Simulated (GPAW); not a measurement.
# C (C2/m) in GPAW: G0W0 quasiparticle levels with LDA

Aim: the G0W0 quasiparticle levels of C with LDA.

Everything below comes from runs of GPAW 26.7.0. Logs are shortened: lines on timing, memory, paths and dates and some standing lists are left out, and cuts for length are marked. The log counts tension as positive stress, the text compression.

### 1 The crystal as given

Symmetry: C2/m, No. 12, monoclinic system. Conventional cell: a = 4.255 Å, b = 2.457 Å, c = 3.765 Å, α = 90.00°, β = 111.49°, γ = 90.00°. C (site symmetry m) has 3 C at 1.42 Å as nearest neighbours.

This is a stacking variant of graphite.

### 2 G0W0 quasiparticle levels, LDA

Input file run.py:

```python
import json
import numpy as np
from ase import Atoms
from ase.dft.bandgap import bandgap
from ase.io import write
from gpaw import GPAW, PW
from gpaw.response.g0w0 import G0W0

atoms = Atoms(['C', 'C'],
              cell=[[2.1273203072, -1.22828244, 0.0],
                    [2.1273203072, 1.22828244, 0.0],
                    [-1.3790696309, 0.0, 3.5028300786]],
              scaled_positions=[[0.16664447, 0.16664447, 0.99990696],
                                [0.83335553, 0.83335553, 0.00009304]],
              pbc=True)

calc = GPAW(mode=PW(650),
            xc='LDA',
            kpts={'size': (4, 4, 3), 'gamma': True},
            occupations={'name': 'fermi-dirac', 'width': 0.05},
            nbands=11,
            convergence={'density': 1e-06},
            symmetry={'point_group': False},
            maxiter=75,
            txt='gpaw.txt')
atoms.calc = calc
energy = atoms.get_potential_energy()
calc.write('gs.gpw')
write('result.traj', atoms)
print(f'Energy: {energy:.6f} eV')
print('Fermi level:', round(calc.get_fermi_level(), 4), 'eV')
print(f'Gap: {bandgap(calc)[0]:.4f} eV, direct: {bandgap(calc, direct=True)[0]:.4f} eV')

calc.diagonalize_full_hamiltonian(nbands=45)
calc.write('full.gpw', mode='all')

ibz = calc.get_ibz_k_points()
gap, vbm, cbm = bandgap(calc, output=None)
gap, direct, _ = bandgap(calc, direct=True, output=None)
gamma = int(np.abs(ibz).sum(1).argmin())
kpts = sorted({gamma, vbm[1], cbm[1], direct[1]})
gw = G0W0(calc='full.gpw',
          filename='gw',
          ecut=100,
          ecut_extrapolation=False,
          relbands=(-3, 3),
          kpts=kpts,
          integrate_gamma='sphere',
          nbands=41,
          frequencies={'type': 'nonlinear', 'domega0': 0.05, 'omega2': 10},
          eta=0.3,
          xc='rALDA',
          fxc_mode='GWG',
          do_GW_too=True)
gw.calculate()
results = {mode: {key: np.asarray(r[key]).tolist() for key in ['f', 'eps', 'vxc', 'exx', 'sigma', 'Z', 'qp', 'sigma_eskn']}
           for mode, r in gw.all_results.items()}
json.dump({'kpts': ibz[kpts].tolist(), 'results': results}, open('gw.json', 'w'))
for mode, r in results.items():
    f, qp = np.array(r['f']), np.array(r['qp'])
    print(mode, 'quasiparticle energies (eV):')
    print(qp.round(3))
    print(mode, 'gap:', round(qp[f < 0.5].min() - qp[f > 0.5].max(), 4), 'eV')
```

Potentials or basis: the program's PAW data sets (release 1.2.1) made for this functional, pw.

The run is started by

```bash
$ OMP_NUM_THREADS=1 python run.py
```

gpaw.txt:

```text
__  _  _
 | _ |_)|_||  |
 |__||  | ||/\| - 26.7.0

Input parameters:
  mode=PW(ecut=650.0),
  convergence={'density': 1e-06},
  kpts=MonkhorstPack(size=(4, 4, 3), gamma=True),
  maxiter=75,
  nbands=11,
  occupations=Occupations(name='fermi-dirac', width=0.05),
  symmetry=Symmetry(point_group=False),
  xc=XC(name='LDA')

Diagonalizing LCAO Hamiltonian
Converting LCAO to pw mode

       C

                 C

Atoms  # Å, Bohr magnetons
|   | symbol |         x |        y |        z |    initial magnetic moments |
|---|--------|-----------|----------|----------|-----------------------------|
| 0 |      C | -0.669929 | 0.000000 | 3.502504 | ( 0.0000,  0.0000,  0.0000) |
| 1 |      C |  3.545500 | 0.000000 | 0.000326 | ( 0.0000,  0.0000,  0.0000) |

Unit cell  # Å
| periodic |         x |         y |        z |  lengths |     angles |
|----------|-----------|-----------|----------|----------|------------|
|      yes |  2.127320 | -1.228282 | 0.000000 | 2.456455 | 108.496630 |
|      yes |  2.127320 |  1.228282 | 0.000000 | 2.456455 | 108.496630 |
|      yes | -1.379070 |  0.000000 | 3.502830 | 3.764525 |  60.002969 |

Number of symmetries: 1
Symmetry operations  # r_c * U_cc + t_c -> r_c
|   | kind |            matrix            |
|---|------|------------------------------|
| 0 |  E   |  1, 0, 0,  0, 1, 0,  0, 0, 1 |

BZ-sampling:
  Number of BZ points: 48
  Number of IBZ points: 26

  Monkhorst-Pack size: [4, 4, 3]
  Monkhorst-Pack shift: [0.125, 0.125, 0.0]

K-points  # in reciprocal-cell coordinates
|     |                                coordinates |     weight |
|-----|--------------------------------------------|------------|
|   0 | (  0.00000000,   0.00000000,   0.00000000) | 0.02083333 |
|   1 | (  0.00000000,   0.00000000,   0.33333333) | 0.04166667 |
|   2 | (  0.00000000,   0.25000000,  -0.33333333) | 0.04166667 |
|   3 | (  0.00000000,   0.25000000,   0.00000000) | 0.04166667 |
|   4 | (  0.00000000,   0.25000000,   0.33333333) | 0.04166667 |
|   5 | (  0.00000000,   0.50000000,   0.00000000) | 0.02083333 |
|   6 | (  0.00000000,   0.50000000,   0.33333333) | 0.04166667 |
|   7 | (  0.25000000,  -0.25000000,  -0.33333333) | 0.04166667 |
|   8 | (  0.25000000,  -0.25000000,   0.00000000) | 0.04166667 |
|   9 | (  0.25000000,  -0.25000000,   0.33333333) | 0.04166667 |
| ... |                                            |            |
|  25 | (  0.50000000,   0.50000000,   0.33333333) | 0.04166667 |

Plane wave coefficients: 699
Cutoff: 650.0 eV

Spin-components: 1 (collinear spins)
Bands:           11
Projectors:      10
Spin-degeneracy: 2
Datatype:        complex128

Parallelization:
  kpt:    1
  domain: 1
  band:   1

Density:
  Valence electrons: 8.0
  Components: 1
  Grid points: [15 15 24]
  Charge: 0.0  # |e|

Potential:
  Grid points: [15 15 24]

species:
  C:
    name:    Carbon
    Z:       6.0
    valence: 4
    core:    2
    charge:  0.0  # [|e|]
    compensation charges:
      type: gauss
      rc: 0.20  # [Å]
      lmax: 2
    cutoffs:
      filter: 1.14  # [Å]
      core: 1.14  # [Å]
    projectors
    | kind |    occ | energy [eV] | rcut [Å] |
    |------|--------|-------------|----------|
    |   2s |  2.000 |     -13.639 |    0.635 |
    |   2p |  2.000 |      -5.414 |    0.635 |
    |    s |        |      13.573 |    0.635 |
    |    p |        |      21.797 |    0.635 |
    |    d |        |       0.000 |    0.635 |

    Using partial waves for C as LCAO basis

Reference energy: -2037.605076  # eV

eigensolver:
  PPCG
  Converge bands: occupied
  niter=2

density mixing:
  MSR1-Mixer
  Pratt-step length: 0.05
  Maximum mixing coefficient: 0.75
  Old densities: 10
  SVD Regularization: 0.005
  Good broyden scale: 1.0
  Trust region scale: 1.0
  Backstep threshold: 4.0
  History deletion threshold: 6.0
  Fourier metric: weight=20.0, sigma=0.015

occupation numbers:
  Fermi-Dirac:
    width: 0.0500  # eV

poisson solver:
  ecut: 5200.0  # eV

xc functional:
  name: None

convergence criteria:
- Maximum integral of absolute [dens]ity change: 1e-06 electrons / valence electron
- Maximum [total energy] change in last 3 cyles: 0.0005 eV / valence electron
- Maximum integral of absolute [eigenst]ate change: 4e-08 eV^2 / valence electron
maximum number of iterations: 75

SCF iterations
|iter     | |      energy | eigst |  dens |
|---------|-|-------------|-------|-------|
|iter:   1| |  -21.456097 | +0.60 |       |
|iter:   2| |  -21.293794 | -1.64 | -0.73 |
|iter:   3| |  -20.274787 | -1.12 | -0.76 |
|iter:   4| |  -20.275894 | -2.77 | -1.60 |
|iter:   5| |  -20.276844c| -4.19 | -2.03 |
|iter:   6| |  -20.276846c| -6.20 | -3.29 |
|iter:   7| |  -20.276846c| -7.42c| -3.71 |
|iter:   8| |  -20.276846c| -7.55c| -4.48 |
|iter:   9| |  -20.276846c| -8.52c| -5.37 |
|iter:  10| |  -20.276846c| -9.60c| -5.84 |
|iter:  11| |  -20.276846c|-10.42c| -6.62c|

Converged in 11 steps
Energy contributions relative to reference atoms: (reference = -2037.605076)

Energy contributions:
  Kinetic:          18.882491
  Coulomb:         -19.134455
  Zero:              0.039172
  External:          0.000000
  Xc:              -20.064054
  Entropy:          -0.000000
  Spinorbit:         0.000000
  ----------------------------
  Free energy:     -20.276846
  Extrapolated:    -20.276846

dipole moment: (0.000001, 0.000000, 0.000002)  # |e|*Ang

Fermi level: 4.523
Eigenvalues  # (at kpt = [0.000, 0.000, 0.000])
| band index |      eig [eV] | occ [0-2] |
|------------|---------------|-----------|
|          0 |       -13.952 |     2.000 |
|          1 |        -1.307 |     2.000 |
|          2 |         2.533 |     2.000 |
|          3 |         2.537 |     2.000 |
|          4 |         9.037 |     0.000 |
|          5 |        13.916 |     0.000 |
|          6 |        13.918 |     0.000 |
|          7 |        16.946 |     0.000 |
|          8 |        18.672 |     0.000 |
|          9 |        28.037 |     0.000 |
|         10 |        29.275 |     0.000 |

Gap: 3.397 eV
Transition (v -> c):
  (s=0, k=5, n=3, [0.00, 0.50, 0.00]) -> (s=0, k=24, n=4, [0.50, 0.50, 0.00])
Direct/indirect transitions are different
Direct gap: 3.962 eV
Transition at: (s=0, k=24, n=3, [0.50, 0.50, 0.00])
# Writing to gs.gpw (mode='')

Matrix size: 699x699
# Writing to full.gpw (mode='all')
```

Run time: 83 s. Hardware: 1 thread of Arm Neoverse V2, shared host; peak memory 0.32 GiB.

The run converged, but some of its settings lie outside the range that counts as converged, so its numbers aren't taken as properties of the crystal.

What came out:

* Free energy: -20.2768 eV
* Band gap on the k mesh, mean-field level: 3.40 eV, indirect (least direct gap 3.96 eV)
* Quasiparticle gap: 4.71 eV
* Least direct quasiparticle gap: 5.37 eV

Caveat: the k mesh is coarse (spacing up to 0.75 Å⁻¹), so the values aren't converged; the quasiparticle gap is taken among the few k points that were corrected; on this mesh the treatment of q = 0 moves the result by about a tenth of an eV; the k mesh is too small for a converged quasiparticle gap; the long-wavelength limit can be off by a per cent or two; an odd mesh through Γ misses points on the zone boundary, where band edges often lie.
